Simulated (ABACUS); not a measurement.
Runs of ABACUS 3.10.1 on SrO. The structure is cubic, space group Fm-3m (No. 225). The conventional cell has a = 5.133 Å, b = 5.133 Å, c = 5.133 Å, α = 90.00°, β = 90.00°, γ = 90.00°. Sr (site symmetry m-3m) has 6 O at 2.57 Å as nearest neighbours. O (site symmetry m-3m) is surrounded by 6 Sr at 2.57 Å. 

```tsv
task	level	potentials or basis	cell	k mesh	cutoff (eV)	path	points for each segment of the path	SCF threshold on the density	eigensolver	symmetry key	gap on the mesh (eV)	pressure (GPa)	relaxed volume (Å³/atom)
relaxation of cell and atoms	LDA	PseudoDojo NC SR 0.4.1 LDA standard, plane waves	relaxed	7 × 7 × 7	1143	-	-	1e-08	dav	1	(a)	0.0	16.22
single point	r2SCAN	SG15 ONCV 1.2 PBE, DZP LCAO (the cutoffs set its grid)	as given	7 × 7 × 7	1361	-	-	1e-07	genelpa	1	3.80	2.5	-
relaxation of cell and atoms	r2SCAN	SG15 ONCV 1.2 PBE, DZP LCAO (the cutoffs set its grid)	relaxed	7 × 7 × 7	1361	-	-	1e-07	genelpa	1	(b)	0.0	17.33
single point	LDA	PseudoDojo NC SR 0.4.1 LDA standard, plane waves	as given	7 × 7 × 7	1143	-	-	1e-08	dav	1	3.26	-4.0	-
```

Alike in all rows: no spin polarisation; smearing fermi-dirac 0.05 eV.

**Question.** Fill in the values left out.

**Answer.** (a) 3.23; (b) 3.81.

Caveats: an odd mesh through Γ misses points on the zone boundary, where band edges often lie; the atomic orbitals were generated for these runs and aren't a published set (some runs); the potentials were made for another functional, which shifts forces and pressure (some runs); the basis of atomic orbitals isn't converged, which shifts pressures, moduli and gaps (some runs).

A k mesh can miss the band edges, and the runs leave out spin-orbit coupling on Sr.

Runs at the PBE level aren't shown here.
